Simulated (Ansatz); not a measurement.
**O under changes of volume**

One of the cells (17.288 Å³/atom); the others are scaled copies at fixed shape and fractional positions:

```
CELL_PARAMETERS angstrom
2.85140 -1.66242 0.00000
2.85140 1.66242 0.00000
-2.39449 0.00000 3.64705
ATOMIC_POSITIONS crystal
O 0.97455 0.97455 0.84443
O 0.02545 0.02545 0.15557
```

- Program: Ansatz 0.2.0
- Functional: PBEsol
- Potentials or basis: Ansatz PAW
- Cutoff: 420 eV (not typed: the program's choice for these potentials)
- k mesh: 10 × 10 × 7
- Occupations: fermi-dirac, width 0.05 eV
- Spin: no spin polarisation

```csv
volume (Å³/atom),energy over the lowest point (meV/atom),pressure (GPa),largest force (eV/Å)
16.251,0.00,-0.5,0.950
16.596,2.90,-1.7,0.349
16.942,8.24,-2.8,0.330
17.288,15.76,-3.7,0.848
17.634,25.27,-4.6,1.354
17.979,36.50,-5.4,1.830
18.325,?,?,?
```

**Question.** What does the run at 18.325 Å³/atom give?

**Answer.** Energy over the lowest point 49.31 meV/atom; pressure -6.0 GPa; largest force 2.276 eV/Å.

Worked out: A Birch-Murnaghan fit of order 3 (a polynomial in V^(-2/3)) to the other rows has its minimum at 16.05 Å³/atom, just outside them, with B0 = V·E''(V) = 62 GPa and B' = 3.9 at fixed shape and positions, which overstates the stiffness. It gives 49.36 meV/atom at 18.325 Å³/atom, against the run's 49.31, and -dE/dV = -6.3 GPa, against -6.0.

Energies are extrapolated to zero smearing.

Caveats: spin is off for a triplet molecule; the PAW data sets come from PBE, with cores solved anew for the run's functional, which leaves a small shift of forces and pressure; forces of over 1 eV/Å show positions far from the minimum, so gaps and moduli don't describe the material at rest (some runs).
